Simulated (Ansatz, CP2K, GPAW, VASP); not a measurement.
WC: 8 runs at one level of theory

```
W C
1.0
     2.90650    0.00000    0.00000
    -1.45325    2.51710    0.00000
     0.00000    0.00000    2.83660
W C
1 1
Cartesian
  0.0000 0.0000 0.0000
  1.4533 0.8390 1.4183
```

Alike in all runs: task band structure; functional PBE; k mesh 10 × 10 × 9; occupations fermi-dirac, width 0.05 eV; no spin polarisation; no spin-orbit coupling. Pressure is positive in compression and, in plane waves, holds the error of the finite cutoff, which Ansatz's Pulay term estimates and takes out.

```tsv
program and potentials	plane-wave cutoff (eV)	notes	pressure (GPa)
Ansatz, Ansatz PAW	420	-	?
CP2K, POTENTIAL_UZH W GTH-SCAN-q14, C GTH-SCAN-q4; DZVP-MOLOPT-SR-GTH basis	-	atomic basis	-2.04
CP2K, GTH_POTENTIALS W GTH-PBE-q14, C GTH-PBE-q4; DZVP-MOLOPT-SR-GTH basis	-	atomic basis	1.76
CP2K, GTH_POTENTIALS W GTH-PADE-q14, C GTH-PADE-q4; DZVP-MOLOPT-SR-GTH basis	-	atomic basis; potentials made for LDA	-20.85
CP2K, POTENTIAL_UZH W GTH-PBE-q14, C GTH-PBE-q4; TZVP-MOLOPT-PBE-GTH basis	-	atomic basis	2.69
CP2K, POTENTIAL_UZH W GTH-PBE0-q14, C GTH-PBE0-q4; DZVP-MOLOPT-SR-GTH basis	-	atomic basis	2.24
GPAW, GPAW PAW data sets (gpaw-data 1.2.1)	800	-	5.37
VASP, PBE PAW files C_s, W_sv, 400 eV	400	-	6.61
```

Q: Estimate from the other rows what the run with Ansatz, Ansatz PAW gave.

A: Pressure 5.60 GPa. Its pressure holds a Pulay term of +0.31 GPa. The other rows, which needn't bracket it: pressure -20.85 to 6.61.
